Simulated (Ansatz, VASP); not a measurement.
## One calculation of SiC, two programs

File INCAR:

```
PREC = Accurate
ENCUT = 600
EDIFF = 1E-6
ISMEAR = 0
SIGMA = 0.1
LREAL = F
LASPH = T
NELM = 80
ALGO = Normal
ISIF = 3
LWAVE = F
LCHARG = F
GGA = PE
IBRION = 2
NSW = 90
EDIFFG = -0.04
```

The input KPOINTS:

```
regular mesh
0
Gamma
  6 6 6
```

POSCAR

```
SiC
1.0
    1.3528100700      0.7810452600      4.4182591900
   -1.3528100700      0.7810452600      4.4182591900
    0.0000000000     -1.5620905200      4.4182591900
Si C
1 1
Direct
    0.0000000000      0.0000000000      0.0000000000
    0.5000000000      0.5000000000      0.5000000000
```

Input for Ansatz:

```yaml
crystal:
  lattice:
    - [1.35281007, 0.78104526, 4.41825919]
    - [-1.35281007, 0.78104526, 4.41825919]
    - [0.0, -1.56209052, 4.41825919]
  atoms:
    - { symbol: Si, position: [0.0, 0.0, 0.0] }
    - { symbol: C, position: [0.5, 0.5, 0.5] }
basis:
  ecutwfc: 420
kpoints:
  mp_grid: { grid: [6, 6, 6] }
hamiltonian:
  xc: pbe
scf:
  occupations: { method: gaussian, width: 0.1 }
  lower_state_search: "off"
output:
  forces: true
  stress: true
  eigenvalues: true
relax:
  adjacent_minimum: "off"
  f_tol: 0.04
  max_steps: 70
  cell: { stress_tol: 0.4 }
```

Alike in both runs: task relaxation of cell and atoms; functional PBE; k mesh 6 × 6 × 6; occupations gaussian, width 0.1 eV; no spin polarisation.

|  | VASP | Ansatz |
| --- | --- | --- |
| version | VASP 6.6.1 | Ansatz 0.2.0 |
| potentials or method | VASP PAW PBE potentials, release 64 (Si, C) | scalar-relativistic, plane waves, PAW |
| plane-wave cutoff (eV) | 600 | 420 |
| valence electrons in the cell | 8 | 8 |

Ansatz gave:

```
gap on the k mesh at the Fermi level, each at its own relaxed structure (eV) : none
relaxed volume (Å³/atom)                                                     : 8.32
relaxed cell length with the largest relative difference (Å)                 : 2.866
energy change over the relaxation (meV/atom)                                 : -2184
```

Question: Estimate VASP's values.

Answer: gap on the k mesh at the Fermi level, each at its own relaxed structure (eV): none; relaxed volume (Å³/atom): 8.31; relaxed cell length with the largest relative difference (Å): 2.867; energy change over the relaxation (meV/atom): -2178.

A gap of «none» marks a metal or a gap that the smearing closes.

Caveats: the k mesh is coarse (spacing up to 0.45 Å⁻¹), so the values aren't converged; the volume moved by over 15 % at a fixed basis, so the end points are rough (VASP).
